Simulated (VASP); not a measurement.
# ZnS (Wurtzite-2H) (P6_3mc) in VASP: a series of runs

Aim: see how the results for ZnS (Wurtzite-2H) move with the level of theory and the settings. Levels: PBEsol, LDA. Tasks: relaxation of cell and atoms, single point.

Everything below comes from runs of VASP 6.6.1. Logs are shortened: lines on timing, memory, paths and dates and some standing lists are left out, and cuts for length are marked.

**Experimental background.**

From a printed reference work, monograph, for a bulk crystal of ZnS at 4 K: band gap 3.911 eV (direct).

The runs below are set against these values where they give the same quantity.

## Step 1: The cell of the first run

Symmetry: P6_3mc, No. 186, hexagonal system. The conventional cell has a = 3.811 Å, b = 3.811 Å, c = 6.234 Å, α = 90.00°, β = 90.00°, γ = 120.00°. Zn (site symmetry 3m) has 4 S at 2.31 to 2.40 Å within 3.1 Å. S (site symmetry 3m) has 4 Zn at 2.31 to 2.40 Å within 3.1 Å.

## Step 2: Relaxation of cell and atoms, PBEsol

INCAR

```
ALGO = Normal
EDIFF = 1E-6
EDIFFG = -0.01
ENCUT = 600
GGA = PS
IBRION = 2
ISIF = 3
ISMEAR = -1
LASPH = T
LCHARG = F
LREAL = F
LWAVE = F
NELM = 100
NSW = 80
PREC = Accurate
SIGMA = 0.02
```

KPOINTS

```
k-points
0
Gamma
  12 12 4
```

POSCAR

```
ZnS
1.0
    3.8110000000      0.0000000000      0.0000000000
   -1.9055000000      3.3004228100      0.0000000000
    0.0000000000      0.0000000000      6.2340000000
Zn S
2 2
Direct
    0.3333333300      0.6666666700      0.0000000000
    0.6666666700      0.3333333300      0.5000000000
    0.3333333300      0.6666666700      0.3850000000
    0.6666666700      0.3333333300      0.8850000000
```

Potentials or basis: VASP PAW PBE potentials, release 64 (Zn, S).

Launch:

```bash
$ cat potpaw_PBE.64/Zn/POTCAR potpaw_PBE.64/S/POTCAR > POTCAR
$ mpirun -np 1 vasp_std > vasp.out
```

OUTCAR:

```text
EDIFF = 1E-6
   EDIFFG = -0.01
   ENCUT = 600
   GGA = PS
   IBRION = 2
   ISIF = 3
   ISMEAR = -1
   LASPH = T
   LREAL = F
   NELM = 100
   NSW = 80
   PREC = Accurate

 ion  position               nearest neighbor table
   1  0.333  0.667  0.000-   4 2.31   4 2.31   4 2.31   3 2.40
   2  0.667  0.333  0.500-   3 2.31   3 2.31   3 2.31   4 2.40
   3  0.333  0.667  0.385-   2 2.31   2 2.31   2 2.31   1 2.40
   4  0.667  0.333  0.885-   1 2.31   1 2.31   1 2.31   2 2.40

  LATTYP: Found a hexagonal cell.
 ALAT       =     3.8110000000
 C/A-ratio  =     1.6357911309

  Lattice vectors:

 A1 = (   3.8110000000,   0.0000000000,   0.0000000000)
 A2 = (  -1.9055000000,   3.3004228100,   0.0000000000)
 A3 = (   0.0000000000,   0.0000000000,   6.2340000000)

Analysis of symmetry for initial positions (statically):
=====================================================================
 Subroutine PRICEL returns:
 Original cell was already a primitive cell.

 Routine SETGRP: Setting up the symmetry group for a
 hexagonal supercell.

 Subroutine GETGRP returns: Found 12 space group operations
 (whereof  6 operations were pure point group operations)
 out of a pool of 24 trial point group operations.

The static configuration has the point symmetry C_3v.
 The point group associated with its full space group is C_6v.

Analysis of symmetry for dynamics (positions and initial velocities):
=====================================================================
 Subroutine PRICEL returns:
 Original cell was already a primitive cell.

 Routine SETGRP: Setting up the symmetry group for a
 hexagonal supercell.

 Subroutine GETGRP returns: Found 12 space group operations
 (whereof  6 operations were pure point group operations)
 out of a pool of 24 trial point group operations.

The dynamic configuration has the point symmetry C_3v.
 The point group associated with its full space group is C_6v.

 Subroutine INISYM returns: Found 12 space group operations
 (whereof  6 operations are pure point group operations),
 and found     1 'primitive' translations

----------------------------------------------------------------------------------------

                                     Primitive cell

  volume of cell :      78.4107

  direct lattice vectors                    reciprocal lattice vectors
     3.811000000  0.000000000  0.000000000     0.262398321  0.151495741  0.000000000
    -1.905500000  3.300422810  0.000000000     0.000000000  0.302991482  0.000000000
     0.000000000  0.000000000  6.234000000     0.000000000  0.000000000  0.160410651

  length of vectors
     3.811000000  3.810999997  6.234000000     0.302991482  0.302991482  0.160410651

  position of ions in fractional coordinates (direct lattice)
     0.333333330  0.666666670  0.000000000
     0.666666670  0.333333330  0.500000000
     0.333333330  0.666666670  0.385000000
     0.666666670  0.333333330  0.885000000

  ion indices of the primitive-cell ions
   primitive index   ion index
                 1           1
                 2           2
                 3           3
                 4           4

----------------------------------------------------------------------------------------

 KPOINTS: k-points

Automatic generation of k-mesh.
 Grid dimensions read from file:
 generate k-points for:   12   12    4

 Generating k-lattice:

  Cartesian coordinates                     Fractional coordinates (reciprocal lattice)
     0.021866527  0.012624645  0.000000000     0.083333333  0.000000000  0.000000000
     0.000000000  0.025249290  0.000000000     0.000000000  0.083333333  0.000000000
     0.000000000  0.000000000  0.040102663     0.000000000  0.000000000  0.250000000

  Length of vectors
     0.025249290  0.025249290  0.040102663

  Shift w.r.t. Gamma in fractional coordinates (k-lattice)
     0.000000000  0.000000000  0.000000000

 Subroutine IBZKPT returns following result:
 ===========================================

 Found     57 irreducible k-points:

 Following reciprocal coordinates:
            Coordinates               Weight
  0.000000  0.000000  0.000000      1.000000
  0.083333  0.000000  0.000000      6.000000
  0.166667 -0.000000  0.000000      6.000000
  0.250000  0.000000  0.000000      6.000000
  0.333333  0.000000  0.000000      6.000000
  0.416667  0.000000  0.000000      6.000000
[... 16 lines left out ...]
  0.250000  0.000000  0.250000     12.000000
  0.333333  0.000000  0.250000     12.000000
 [... further k-points ...]
   k-points           NKPTS =     57   k-points in BZ     NKDIM =     57   number of bands    NBANDS=     22
   number of dos      NEDOS =    301   number of ions     NIONS =      4
   total plane-waves  NPLWV =  45000
   dimension x,y,z NGX =    30 NGY =   30 NGZ =   50
   dimension x,y,z NGXF=    60 NGYF=   60 NGZF=  100
   ions per type =               2   2
   NGX,Y,Z   is equivalent  to a cutoff of  13.09, 13.09, 13.33 a.u.
   NGXF,Y,Z  is equivalent  to a cutoff of  26.17, 26.17, 26.67 a.u.
 SYSTEM =  unknown system
   PREC   = accura    normal or accurate (medium, high low for compatibility)
   ISTART =      0    job   : 0-new  1-cont  2-samecut
   ICHARG =      2    charge: 1-file 2-atom 10-const
   ISPIN  =      1    spin polarized calculation?
   LNONCOLLINEAR =      F non collinear calculations
   LSORBIT =      F    spin-orbit coupling
   LASPH  =      T    aspherical Exc in radial PAW
   ENCUT  =  600.0 eV  44.10 Ry    6.64 a.u.   7.61  7.61 12.45*2*pi/ulx,y,z
   NELM   =    100;   NELMIN=  2; NELMDL= -5     # of ELM steps
   EDIFF  = 0.1E-05   stopping-criterion for ELM
   LREAL  =      F    real-space projection
   EDIFFG = -.1E-01   stopping-criterion for IOM
   NSW    =     80    number of steps for IOM
   IBRION =      2    ionic relax: 0-MD 1-quasi-New 2-CG
   NFREE  =      1    steps in history (QN), initial steepest desc. (CG)
   ISIF   =      3    stress and relaxation
   ISYM   =      2    0-nonsym 1-usesym 2-fastsym
   POTIM  = 0.5000    time-step for ionic-motion
   TEBEG  =    0.0;   TEEND  =   0.0 temperature during run
   PSTRESS=    0.0 pullay stress
   NELECT =      36.0000    total number of electrons
   NUPDOWN=      -1.0000    fix difference up-down
   EMIN   =  10.00;   EMAX   =-10.00  energy-range for DOS
   EFERMI =   0.00;   METHOD = LEGACY
   ISMEAR =    -1;   SIGMA  =   0.02  broadening in eV -4-tet -1-fermi 0-gaus
   EFERMI_NEDOS =   21; number of points for ismear=-14 and -15
   IALGO  =     38    algorithm
   IMIX   =      4    mixing-type and parameters
     AMIX     =   0.40;   BMIX     =  1.00
     AMIX_MAG =   1.60;   BMIX_MAG =  1.00
  volume/ion in A,a.u.               =      19.60       132.29
  Fermi-wavevector in a.u.,A,eV,Ry     =   1.262943  2.386617 21.701647  1.595026
  Thomas-Fermi vector in A             =   2.396326
   LORBIT       =      0    0 simple, 1 ext, 2 COOP (PROOUT), +10 PAW based schemes
   GGA     = PS    functional components
   LHFCALC =     F    Hartree Fock is set to
   AEXX    =    0.0000 exact exchange contribution
   IVDW    =     0    specifies the selected vdW correction
   LEPSILON=     F    determine dielectric tensor
   LRPA    =     F    only Hartree local field effects (RPA)
 conjugate gradient relaxation of ions
 non-spin polarized calculation
  energy-cutoff  :      600.00
  volume of cell :       78.41
 maximum number of plane-waves:      2647
   NGX = 15   NGY = 15   NGZ = 25

--------------------------------------- Ionic step        1  -------------------------------------------

 number of electron      36.0000045 magnetization

 Free energy of the ion-electron system (eV)
  ---------------------------------------------------
  ext. energy  EPLUGINS =         0.00000000
  ---------------------------------------------------
  free energy    TOTEN  =       -15.14222452 eV

  energy without entropy =      -15.14222452  energy(sigma->0) =      -15.14222452

------------------------ aborting loop because EDIFF is reached ----------------------------------------

  FORCE on cell =-STRESS in cart. coord.  units (eV):
  Direction    XX          YY          ZZ          XY          YZ          ZX
  --------------------------------------------------------------------------------------
  -------------------------------------------------------------------------------------
  Total       -0.2461788     -0.2461788     -1.1501746      0.0000000      0.0000000      0.0000000
  in kB       -5.0302078     -5.0302077    -23.5016866      0.0000000      0.0000000      0.0000000
  external PRESSURE =     -11.1873674 kB  Pullay stress =       0.0000000 kB
[... 251 lines left out ...]
  energy  without entropy=      -15.1680763454  energy(sigma->0) =      -15.16807635

--------------------------------------- Ionic step        8  -------------------------------------------

 number of electron      35.9999995 magnetization

 Free energy of the ion-electron system (eV)
  ---------------------------------------------------
  ext. energy  EPLUGINS =         0.00000000
  ---------------------------------------------------
  free energy    TOTEN  =       -15.16808015 eV

  energy without entropy =      -15.16808015  energy(sigma->0) =      -15.16808015

 E-fermi :   2.6908     XC(G=0):  -9.9513

 val. band max:        2.2517471271   @ k =   0.0000   0.0000   0.0000
 cond. band min:       4.4019280065   @ k =   0.0000   0.0000   0.0000
 fundamental gap:      2.1501808794
 Fermi energy:         2.6907681199

 k-point     1 :       0.0000    0.0000    0.0000
  band No.  band energies     occupation
      1     -11.0956      2.00000
      2     -10.1037      2.00000
      3      -4.2250      2.00000
      4      -4.2087      2.00000
      5      -4.2087      2.00000
      6      -4.1235      2.00000
[... 574 lines left out ...]
      6      -3.9871      2.00000
[... 14 lines left out ...]
     21       7.8551      0.00000
     22       8.3994      0.00000

 [... further k-points ...]
[... 5 lines left out ...]
  --------------------------------------------------------------------------------------
  -------------------------------------------------------------------------------------
  Total       -0.0249474     -0.0249474     -0.0179717      0.0000000      0.0000000      0.0000000
  in kB       -0.5183741     -0.5183741     -0.3734293      0.0000000      0.0000000      0.0000000
  external PRESSURE =      -0.4700592 kB  Pullay stress =       0.0000000 kB
[... 19 lines left out ...]
  FREE ENERGIE OF THE ION-ELECTRON SYSTEM (eV)
  ---------------------------------------------------
  free  energy   TOTEN  =       -15.1680801545 eV

  energy  without entropy=      -15.1680801545  energy(sigma->0) =      -15.16808015

 reached required accuracy - stopping structural energy minimisation
```

Wall time 8 min (1 thread of Intel Xeon 6975P-C, shared host); peak memory 0.28 GiB.

Results:

```yaml
Free_energy: -15.1681 eV
Relaxed_volume: 19.28 Å³/atom
Relaxed_cell: a = 3.786 Å, b = 3.786 Å, c = 6.213 Å, α = 90.00°, β = 90.00°, γ = 120.00°
Space_group_after_relaxing_to_0.05_Å: P6_3mc (No. 186)
Energy_gained_by_relaxing: 6.5 meV/atom
Ionic_steps: 8
Pressure_after_relaxing: 0.0 GPa
Band_gap_on_the_k_mesh: 2.15 eV, direct
```

Step by step:
| step | energy change (eV) | largest force (eV/Å) | pressure (GPa) | volume (Å³) |
| --- | --- | --- | --- | --- |
| 1 | 0.0000 | 0.3086 | -1.12 | 78.41 |
| 2 | -0.0199 | 0.1198 | 0.26 | 76.86 |
| 3 | -0.0200 | 0.1012 | 0.36 | 76.75 |
| 4 | -0.0232 | 0.0449 | 0.03 | 77.05 |
| 5 | -0.0243 | 0.0022 | -0.20 | 77.28 |
| 6 | -0.0244 | 0.0158 | -0.31 | 77.38 |
| 7 | -0.0259 | 0.0014 | 0.07 | 77.09 |
| 8 | -0.0259 | 0.0001 | -0.05 | 77.11 |

Final structure:
```
Zn S
1.0
     3.78570    0.00000    0.00000
    -1.89285    3.27852    0.00000
     0.00000    0.00000    6.21252
Zn S
2 2
Direct
  0.33333 0.66667 0.00540
  0.66667 0.33333 0.50540
  0.33333 0.66667 0.37960
  0.66667 0.33333 0.87960
```

Caveat: the PAW data sets were made with another functional, which shifts forces and pressure a little.

## Step 3: Relaxation of cell and atoms, LDA

INCAR

```
SYSTEM = ZnS
  PREC = Accurate
  ENCUT = 600
  EDIFF = 1E-6
  ISMEAR = -1
  SIGMA = 0.02
  LREAL = .FALSE.
  LASPH = .TRUE.
  NELM = 80
  ALGO = Normal
  ISIF = 3
  LWAVE = .FALSE.
  LCHARG = .FALSE.
  IBRION = 2
  NSW = 80
  EDIFFG = -0.01
```

KPOINTS

```
regular mesh
0
G
  12 12 4
  0 0 0
```

POSCAR is that of step 2.

Potentials or basis: VASP PAW LDA potentials, release 64 (Zn, S).

Launch:

```bash
$ cat potpaw_LDA.64/Zn/POTCAR potpaw_LDA.64/S/POTCAR > POTCAR
$ mpirun -np 1 vasp_std > vasp.out
```

Run time: 11 min. Hardware: 1 thread of Intel Xeon 6975P-C, shared host; peak memory 0.25 GiB.

It converged, with:

```
Free energy                            : -16.4044 eV
Relaxed volume                         : 18.64 Å³/atom
Relaxed cell                           : a = 3.743 Å, b = 3.743 Å, c = 6.146 Å, α = 90.00°, β = 90.00°, γ = 120.00°
Space group after relaxing (to 0.05 Å) : P6_3mc (No. 186)
Energy gained by relaxing              : 17.1 meV/atom
Ionic steps                            : 12
Pressure after relaxing                : 0.0 GPa
Largest force after relaxing           : 0.005 eV/Å
Band gap on the k mesh                 : 2.22 eV, direct
```

Forces on the atoms (eV/Å):
```
Zn   0.000  0.000  0.005
Zn   0.000  0.000  0.005
S    0.000  0.000 -0.005
S    0.000  0.000 -0.005
```

Step by step:
```tsv
step	energy change (eV)	largest force (eV/Å)	pressure (GPa)	volume (Å³)
1	0.0000	0.2979	-3.73	78.41
2	-0.0556	0.1575	1.37	73.34
3	-0.0593	0.1954	0.42	74.25
4	-0.0646	0.0586	0.23	74.43
5	-0.0649	0.0149	0.14	74.48
6	-0.0675	0.0115	-0.22	74.73
7	-0.0679	0.0090	-0.35	74.86
8	-0.0683	0.0148	0.29	74.42
9	-0.0684	0.0129	0.06	74.55
10	-0.0684	0.0128	-0.03	74.57
11	-0.0684	0.0125	0.02	74.56
12	-0.0684	0.0047	0.00	74.56
```

Final structure:
```
Zn S
1.0
     3.74281    0.00000    0.00000
    -1.87141    3.24137    0.00000
     0.00000    0.00000    6.14583
Zn S
2 2
Direct
  0.33333 0.66667 0.00546
  0.66667 0.33333 0.50546
  0.33333 0.66667 0.37954
  0.66667 0.33333 0.87954
```

Levels at points of the mesh, in eV from the valence-band top:
```csv
k point,band 15,band 16,band 17,band 18,band 19,band 20,band 21,band 22
"(0.00, 0.00, 0.00)",-0.99,-0.10,0.00,0.00,2.22,3.01,6.12,6.12
"(0.50, 0.00, 0.00)",-3.59,-2.46,-1.90,-0.98,3.42,4.21,4.89,6.74
"(0.00, 0.00, 0.50)",-0.52,-0.52,-0.52,-0.52,3.52,3.52,6.61,6.61
"(0.50, 0.00, 0.50)",-1.80,-1.80,-1.78,-1.78,3.34,3.34,5.03,5.03
```

A k mesh can miss the band edges. As with any semilocal functional, this LDA gap is likely too small.

## Step 4: Single point, LDA

This run uses another cell than the first one, of 18.58 Å³/atom, 0.948 times its volume.

INCAR

```
SYSTEM = ZnS
PREC = Accurate ; ENCUT = 520
EDIFF = 1E-6 ; ISMEAR = -1
SIGMA = 0.02 ; LREAL = .FALSE.
LASPH = .TRUE. ; NELM = 100
ALGO = Normal ; ISIF = 2
LWAVE = .FALSE. ; LCHARG = .TRUE.
GGA = CA ; LELF = .TRUE.
LVHAR = .TRUE. ; NBANDS = 26
```

KPOINTS is that of step 3.

POSCAR

```
ZnS
1.0
    3.7381774738      0.0000000000      0.0000000000
   -1.8690887369      3.2373566562      0.0000000000
    0.0000000000      0.0000000000      6.1426843983
Zn S
2 2
Direct
    0.3333333333      0.6666666667      0.0055899359
    0.6666666667      0.3333333333      0.5055899359
    0.3333333333      0.6666666667      0.3794100641
    0.6666666667      0.3333333333      0.8794100641
```

Launch:

```bash
$ cat potpaw_LDA.64/Zn/POTCAR potpaw_LDA.64/S/POTCAR > POTCAR
$ mpirun -np 1 vasp_std > vasp.out
```

It took 72 s on 1 thread of Intel Xeon Platinum 8259CL at 2.50GHz (Skylake/Cascade Lake), shared host; peak memory 0.21 GiB.

Results (log left out):

```
Free energy            : -16.4029 eV
Pressure               : 0.2 GPa
Band gap on the k mesh : 2.23 eV, direct
```

Levels at points of the mesh, in eV from the valence-band top:
| k point | band 14 | band 15 | band 16 | band 17 | band 18 | band 19 | band 20 | band 21 | band 22 | band 23 |
| --- | --- | --- | --- | --- | --- | --- | --- | --- | --- | --- |
| (0.00, 0.00, 0.00) | -0.99 | -0.99 | -0.10 | 0.00 | 0.00 | 2.23 | 3.02 | 6.12 | 6.12 | 6.37 |
| (0.50, 0.00, 0.00) | -4.43 | -3.61 | -2.47 | -1.91 | -0.98 | 3.42 | 4.22 | 4.88 | 6.74 | 7.46 |
| (0.00, 0.00, 0.50) | -3.09 | -0.52 | -0.52 | -0.52 | -0.52 | 3.53 | 3.53 | 6.61 | 6.61 | 6.61 |
| (0.50, 0.00, 0.50) | -5.25 | -1.81 | -1.81 | -1.79 | -1.79 | 3.34 | 3.34 | 5.03 | 5.03 | 8.77 |

## Step 5: Overview

| task | level | potentials or basis | cell | cutoff (eV) | gap on the mesh (eV) | pressure (GPa) | relaxed volume (Å³/atom) |
| --- | --- | --- | --- | --- | --- | --- | --- |
| relaxation of cell and atoms | PBEsol | VASP PAW PBE potentials, release 64 (Zn, S) | relaxed from a = 3.811, b = 3.811, c = 6.234 Å, angles 90.0, 90.0, 120.0°, 4 atoms | 600 | 2.15 | 0.0 | 19.28 |
| relaxation of cell and atoms | LDA | VASP PAW LDA potentials, release 64 (Zn, S) | relaxed from a = 3.811, b = 3.811, c = 6.234 Å, angles 90.0, 90.0, 120.0°, 4 atoms | 600 | 2.22 | 0.0 | 18.64 |
| single point | LDA | VASP PAW LDA potentials, release 64 (Zn, S) | a = 3.738, b = 3.738, c = 6.143 Å, angles 90.0, 90.0, 120.0°, 4 atoms | 520 | 2.23 | 0.2 | - |

Alike in all rows: no spin polarisation; k mesh 12 × 12 × 4; smearing fermi-dirac 0.02 eV.

Caveats: the PAW data sets were made with another functional, which shifts forces and pressure a little (some runs).

Absolute energies hang on the potentials; compare differences alone.

## Step 6: Comparison with measurements

Step 4. A measured gap of ZnS is 3.911 eV (direct; 4 K; a printed reference work, monograph); the calculated 2.23 eV misses it by -1.68 eV. The value is that of LDA on a finite k mesh, which can miss the band edges, without temperature or zero-point motion. Semilocal functionals fall short of measured gaps as a rule.
